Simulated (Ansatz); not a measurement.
Geometry optimisation in Ansatz: input, command and trajectory.

```yaml
crystal:
  lattice:
    - [15.9, 0.0, 0.0]
    - [0.0, 12.6, 0.0]
    - [0.0, 0.0, 4.5978828781]
  atoms:
    - { symbol: Bi, position: [0.5722937559, 0.6290156414, 0.0] }
    - { symbol: Te, position: [0.7168812678, 0.6290156414, 0.5] }
    - { symbol: Bi, position: [0.4277062441, 0.3709843586, 0.5] }
    - { symbol: Te, position: [0.2831187322, 0.3709843586, 0.0] }
    - { symbol: Bi, position: [0.7168812678, 0.3709843586, 0.5] }
    - { symbol: Te, position: [0.5722937559, 0.3709843586, 0.0] }
    - { symbol: Bi, position: [0.2831187322, 0.6290156414, 0.0] }
    - { symbol: Te, position: [0.4277062441, 0.6290156414, 0.5] }
basis:
  ecutwfc: 420
kpoints:
  mp_grid: { grid: [1, 1, 12] }
hamiltonian:
  xc: pbe
scf:
  occupations: { method: gaussian, width: 0.05 }
output:
  forces: true
  stress: true
  eigenvalues: true
  populations: true
  write_density: true
  write_potential: true
  elf: true
  volumetric_format: npy
relax:
  adjacent_minimum: "off"
  f_tol: 0.02
  max_steps: 45
  cell: { fix: [a, b, alpha, beta, gamma], stress_tol: 0.03 }
```

```bash
ansatz run input.yaml --threads 4 --pin off --max-ram 11264MiB --backend cpu --events-out ev --progress --plain --runs-dir out
```

All numbers below come from DFT PBE, scalar-relativistic, plane waves, PAW (Ansatz).

Of 16 frames 10 are shown, positions in Å and forces in eV/Å; the SCF threshold varies from step to step. Steps run on the plane waves of an earlier cell, with a Pulay correction in the pressure. The basis is chosen afresh for the last frame, the zero of the energies, and at times for earlier ones too; energy and pressure can step there, also at an unchanged geometry. Where two frames share a geometry here, they differ by under 2 meV/atom and 0.3 GPa. The mark taken_back stands on steps that the optimiser undid.

```xyz
8
Lattice="15.9000 0.0000 0.0000 0.0000 12.6000 0.0000 0.0000 0.0000 4.5979" Properties=species:S:1:pos:R:3:forces:R:3 pbc="T T T" step=1 free_energy_over_end_meV_per_atom=207.29 pressure_GPa=-1.36
Bi    9.0995    7.9256    0.0000    0.5934   -0.4093    0.0000
Te   11.3984    7.9256    2.2989   -0.6343   -1.4366    0.0000
Bi    6.8005    4.6744    2.2989   -0.5934    0.4093    0.0000
Te    4.5016    4.6744    0.0000    0.6343    1.4366    0.0000
Bi   11.3984    4.6744    2.2989   -0.3311    1.3292    0.0000
Te    9.0995    4.6744    0.0000    0.3296    0.6826    0.0000
Bi    4.5016    7.9256    0.0000    0.3311   -1.3292    0.0000
Te    6.8005    7.9256    2.2989   -0.3296   -0.6826    0.0000
8
Lattice="15.9000 0.0000 0.0000 0.0000 12.6000 0.0000 0.0000 0.0000 4.4463" Properties=species:S:1:pos:R:3:forces:R:3 pbc="T T T" step=3 free_energy_over_end_meV_per_atom=81.80 pressure_GPa=0.57 taken_back
Bi    9.1349    7.8276    0.0000   -0.1823   -0.0586    0.0000
Te   11.3776    7.5639    2.2231    0.1748    1.3686    0.0000
Bi    6.7651    4.7724    2.2231    0.1823    0.0586    0.0000
Te    4.5224    5.0361    0.0000   -0.1748   -1.3686    0.0000
Bi   11.4995    4.9032    2.2231    0.2072   -1.2822    0.0000
Te    9.1861    4.8873    0.0000   -0.1273   -0.1873    0.0000
Bi    4.4005    7.6968    0.0000   -0.2072    1.2822    0.0000
Te    6.7139    7.7127    2.2231    0.1273    0.1873    0.0000
8
Lattice="15.9000 0.0000 0.0000 0.0000 12.6000 0.0000 0.0000 0.0000 4.4770" Properties=species:S:1:pos:R:3:forces:R:3 pbc="T T T" step=4 free_energy_over_end_meV_per_atom=63.71 pressure_GPa=-0.11
Bi    9.1298    7.8398    0.0000   -0.0338   -0.0667    0.0000
Te   11.3589    7.6811    2.2385    0.0808   -0.2379    0.0000
Bi    6.7702    4.7602    2.2385    0.0338    0.0667    0.0000
Te    4.5411    4.9189    0.0000   -0.0808    0.2379    0.0000
Bi   11.4500    4.8431    2.2385    0.0996    0.2284    0.0000
Te    9.1528    4.8437    0.0000   -0.0329    0.0508    0.0000
Bi    4.4500    7.7569    0.0000   -0.0996   -0.2284    0.0000
Te    6.7472    7.7563    2.2385    0.0329   -0.0508    0.0000
8
Lattice="15.9000 0.0000 0.0000 0.0000 12.6000 0.0000 0.0000 0.0000 4.3562" Properties=species:S:1:pos:R:3:forces:R:3 pbc="T T T" step=6 free_energy_over_end_meV_per_atom=55.08 pressure_GPa=0.01
Bi    9.1400    7.7416    0.0000    0.0219   -0.0622    0.0000
Te   11.4685    7.6088    2.1781   -0.0018    0.1072    0.0000
Bi    6.7600    4.8584    2.1781   -0.0219    0.0622    0.0000
Te    4.4315    4.9912    0.0000    0.0018   -0.1072    0.0000
Bi   11.6216    4.8309    2.1781   -0.0383   -0.0522    0.0000
Te    9.2268    4.7983    0.0000    0.0206   -0.0370    0.0000
Bi    4.2784    7.7691    0.0000    0.0383    0.0522    0.0000
Te    6.6732    7.8017    2.1781   -0.0206    0.0370    0.0000
8
Lattice="15.9000 0.0000 0.0000 0.0000 12.6000 0.0000 0.0000 0.0000 4.3411" Properties=species:S:1:pos:R:3:forces:R:3 pbc="T T T" step=8 free_energy_over_end_meV_per_atom=52.61 pressure_GPa=0.08
Bi    9.1355    7.6350    0.0000   -0.0177   -0.1803    0.0000
Te   11.4725    7.6013    2.1706    0.0240   -0.0477    0.0000
Bi    6.7645    4.9650    2.1706    0.0177    0.1803    0.0000
Te    4.4275    4.9987    0.0000   -0.0240    0.0477    0.0000
Bi   11.6390    4.8193    2.1706    0.0515    0.0119    0.0000
Te    9.2558    4.7115    0.0000    0.0987    0.0940    0.0000
Bi    4.2610    7.7807    0.0000   -0.0515   -0.0119    0.0000
Te    6.6442    7.8885    2.1706   -0.0987   -0.0940    0.0000
8
Lattice="15.9000 0.0000 0.0000 0.0000 12.6000 0.0000 0.0000 0.0000 4.3260" Properties=species:S:1:pos:R:3:forces:R:3 pbc="T T T" step=9 free_energy_over_end_meV_per_atom=42.75 pressure_GPa=0.14
Bi    9.1167    7.4418    0.0000   -0.1949   -0.1267    0.0000
Te   11.4875    7.5457    2.1630    0.0087   -0.0431    0.0000
Bi    6.7833    5.1582    2.1630    0.1949    0.1267    0.0000
Te    4.4125    5.0543    0.0000   -0.0087    0.0431    0.0000
Bi   11.7052    4.7830    2.1630   -0.0618   -0.0674    0.0000
Te    9.3267    4.5791    0.0000    0.2559    0.0052    0.0000
Bi    4.1948    7.8170    0.0000    0.0618    0.0674    0.0000
Te    6.5733    8.0209    2.1630   -0.2559   -0.0052    0.0000
8
Lattice="15.9000 0.0000 0.0000 0.0000 12.6000 0.0000 0.0000 0.0000 4.4429" Properties=species:S:1:pos:R:3:forces:R:3 pbc="T T T" step=11 free_energy_over_end_meV_per_atom=8.26 pressure_GPa=0.14
Bi    8.9110    7.1180    0.0000    0.0368   -0.1487    0.0000
Te   11.3869    7.3921    2.2214    0.0924   -0.0168    0.0000
Bi    6.9890    5.4820    2.2214   -0.0368    0.1487    0.0000
Te    4.5131    5.2079    0.0000   -0.0924    0.0168    0.0000
Bi   11.6826    4.6647    2.2214    0.0235    0.0426    0.0000
Te    9.5074    4.2997    0.0000    0.0762   -0.0004    0.0000
Bi    4.2174    7.9353    0.0000   -0.0235   -0.0426    0.0000
Te    6.3926    8.3003    2.2214   -0.0762    0.0004    0.0000
8
Lattice="15.9000 0.0000 0.0000 0.0000 12.6000 0.0000 0.0000 0.0000 4.5993" Properties=species:S:1:pos:R:3:forces:R:3 pbc="T T T" step=13 free_energy_over_end_meV_per_atom=10.62 pressure_GPa=-0.21 taken_back
Bi    8.9888    6.9815    0.0000   -0.3889   -0.4334    0.0000
Te   11.5552    7.4168    2.2996   -0.1607    0.1007    0.0000
Bi    6.9112    5.6185    2.2996    0.3889    0.4334    0.0000
Te    4.3448    5.1832    0.0000    0.1607   -0.1007    0.0000
Bi   11.7618    4.7048    2.2996    0.1913   -0.1748    0.0000
Te    9.7484    4.1745    0.0000   -0.1928    0.2399    0.0000
Bi    4.1382    7.8952    0.0000   -0.1913    0.1748    0.0000
Te    6.1516    8.4255    2.2996    0.1928   -0.2399    0.0000
8
Lattice="15.9000 0.0000 0.0000 0.0000 12.6000 0.0000 0.0000 0.0000 4.5362" Properties=species:S:1:pos:R:3:forces:R:3 pbc="T T T" step=14 free_energy_over_end_meV_per_atom=-0.03 pressure_GPa=-0.03
Bi    8.9208    6.9367    0.0000   -0.0008   -0.0443    0.0000
Te   11.4804    7.3851    2.2681   -0.0083   -0.0161    0.0000
Bi    6.9792    5.6633    2.2681    0.0008    0.0443    0.0000
Te    4.4196    5.2149    0.0000    0.0083    0.0161    0.0000
Bi   11.7549    4.6704    2.2681    0.0075    0.0173    0.0000
Te    9.6797    4.1528    0.0000   -0.0166    0.0384    0.0000
Bi    4.1451    7.9296    0.0000   -0.0075   -0.0173    0.0000
Te    6.2203    8.4472    2.2681    0.0166   -0.0384    0.0000
8
Lattice="15.9000 0.0000 0.0000 0.0000 12.6000 0.0000 0.0000 0.0000 4.5346" Properties=species:S:1:pos:R:3:forces:R:3 pbc="T T T" step=16 free_energy_over_end_meV_per_atom=0.00 pressure_GPa=-0.01
Bi    8.9208    6.9377    0.0000   -0.0072    0.0016    0.0000
Te   11.4777    7.3895    2.2673   -0.0088    0.0021    0.0000
Bi    6.9792    5.6623    2.2673    0.0072   -0.0016    0.0000
Te    4.4223    5.2105    0.0000    0.0088   -0.0021    0.0000
Bi   11.7573    4.6770    2.2673    0.0000   -0.0007    0.0000
Te    9.6780    4.1604    0.0000    0.0037   -0.0059    0.0000
Bi    4.1427    7.9230    0.0000    0.0000    0.0007    0.0000
Te    6.2220    8.4396    2.2673   -0.0037    0.0059    0.0000
```

The run took 4.8 min on 4 threads of Intel(R) Xeon(R) Platinum 8259CL CPU @ 2.50GHz (Skylake/Cascade Lake) (shared host), peak memory 2.1 GiB.

Spin–orbit coupling is left out, which can shift energies with elements as heavy as these.